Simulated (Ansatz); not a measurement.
# Si (bcc type): how the settings move a single-point run

Aim: see which settings change the result for Si (bcc type), by how much, and at what cost.

Computed with Ansatz 0.2.0 (reference: DFT, PBE, PAW with Ansatz's default frozen-core files, scalar-relativistic, unless a step's input says otherwise).

1 further run of the same task is left out (for a known fault of the program).

### Step 1. The system as given

It takes space group Im-3m (No. 229, cubic). Conventional cell: a = 2.920 Å, b = 2.920 Å, c = 2.920 Å, α = 90.00°, β = 90.00°, γ = 90.00°. Si (site symmetry m-3m) has 8 Si at 2.53 Å as nearest neighbours.

As a file:

```
CELL_PARAMETERS angstrom
-1.45991 1.45991 1.45991
1.45991 -1.45991 1.45991
1.45991 1.45991 -1.45991
ATOMIC_POSITIONS crystal
Si 0.00000 0.00000 0.00000
```

### Step 2. Reference

The input, input.yaml:

```yaml
crystal:
  lattice:
    - [-1.4599089718, 1.4599089718, 1.4599089718]
    - [1.4599089718, -1.4599089718, 1.4599089718]
    - [1.4599089718, 1.4599089718, -1.4599089718]
  atoms:
    - { symbol: Si, position: [0.0, 0.0, 0.0] }
kpoints:
  mp_grid: { grid: [17, 17, 17] }
scf:
  occupations: { method: fermi_dirac, width: 0.05 }
hamiltonian:
  xc: pbe
  pseudopotentials: { kind: paw }
output:
  forces: true
  stress: true
  eigenvalues: true
  populations: true
```

Run with:

```console
$ ansatz run input.yaml --threads 1 --pin off --max-ram 2048MiB --backend cpu --events-out ev --progress --plain --runs-dir out
```

### Step 3. Changed: lower_state_search full, xc pbesol

Changes to input.yaml since step 2:

```diff
@@ -11,4 +11,5 @@
   occupations: { method: fermi_dirac, width: 0.05 }
+  lower_state_search: full
 hamiltonian:
-  xc: pbe
+  xc: pbesol
   pseudopotentials: { kind: paw }
```

**Question.** What will these runs give? Wanted: for each run, ending; energy change; pressure; gap; force.

The runs gave:

```
                                  run     ending   energy change  pressure (GPa)  gap (eV)  force (eV/Å)  cycles    time
                            reference  converged               -            21.5      0.00          0.00       6  0.83 s
1: lower_state_search full, xc pbesol  converged  not comparable            18.5      0.00          0.00       6    30 s
```

Residual by cycle in the longest SCF loop of each run; runs are numbered as in the table. The quantity is the density residual dr2, in eV.

```
cycle  reference    run 1
    1     2.1e-4   2.2e-4
    2     5.0e-5   4.7e-5
    3     2.2e-7   2.4e-7
    4     1.7e-8   2.3e-8
    5     1.1e-9   2.1e-9
    6    9.1e-12  1.2e-11
```

**Reading.** A change of functional puts the total energy on another scale; the pressure goes from 21.5 to 18.5 GPa. The search for lower states changed too. The structure is not at rest: the sound run finds 21 GPa, so these are no properties of the relaxed crystal. 
